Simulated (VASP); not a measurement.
A run of VASP 6.6.1 is set up as follows.

File INCAR:

```
SYSTEM = ZnSnN2
PREC = Normal
ENCUT = 520
EDIFF = 1E-4
ISMEAR = 0
SIGMA = 0.15
LREAL = .False.
LASPH = .True.
NELM = 60
ALGO = Fast
ISIF = 3
LWAVE = .False.
LCHARG = .False.
GGA = PE
IBRION = 2
NSW = 24
EDIFFG = -0.08
```

File KPOINTS:

```
Automatic mesh
0
Gamma
  3 3 4
  0 0 0
```

Contents of POSCAR:

```
ZnSnN2
1.0
    3.4467778500     -4.5696676300      0.0000000000
    3.4467778500      4.5696676300      0.0000000000
    0.0000000000      0.0000000000      3.4275272200
Zn Sn N
2 2 4
Direct
    0.0000000000      0.0000000000      0.0000000000
    0.5000000000      0.5000000000      0.0000000000
    0.5000000000      0.0000000000      0.5000000000
    0.0000000000      0.5000000000      0.5000000000
    0.7500000000      0.2500000000      0.1408868100
    0.7500000000      0.7500000000      0.5000000000
    0.2500000000      0.2500000000      0.5000000000
    0.2500000000      0.7500000000      0.8591131900
```

Potentials or basis: VASP PAW PBE potentials, release 64 (Zn, Sn_d, N).

Run with:

```sh
$ cat potpaw_PBE.64/Zn/POTCAR potpaw_PBE.64/Sn_d/POTCAR potpaw_PBE.64/N/POTCAR > POTCAR
$ mpirun -np 1 vasp_std > vasp.out
```

Problem. What does it give for the space group after relaxing (to 0.05 Å)?

Solution. P4/mmm (No. 123).

Problem. Predict the band gap on the k mesh.

Solution. None (metal or under the smearing width).

Problem. Estimate the relaxed volume.

Solution. 11.54 Å³/atom.

Problem. What does it give for the relaxed cell?

Solution. a = 5.466 Å, b = 5.466 Å, c = 3.236 Å, α = 90.00°, β = 90.00°, γ = 107.32°.

Forces on the atoms (eV/Å):
```
Zn   0.000  0.000  0.000
Zn   0.000  0.000  0.000
Sn   0.000  0.000  0.000
Sn   0.000  0.000  0.000
N    0.000  0.000 -0.075
N    0.000  0.000  0.000
N    0.000  0.000  0.000
N    0.000  0.000  0.075
```

Caveat: the k mesh is coarse (spacing up to 0.46 Å⁻¹), so the values aren't converged; the relaxation stopped at a loose force limit of 0.08 eV/Å, so its end isn't a converged minimum.
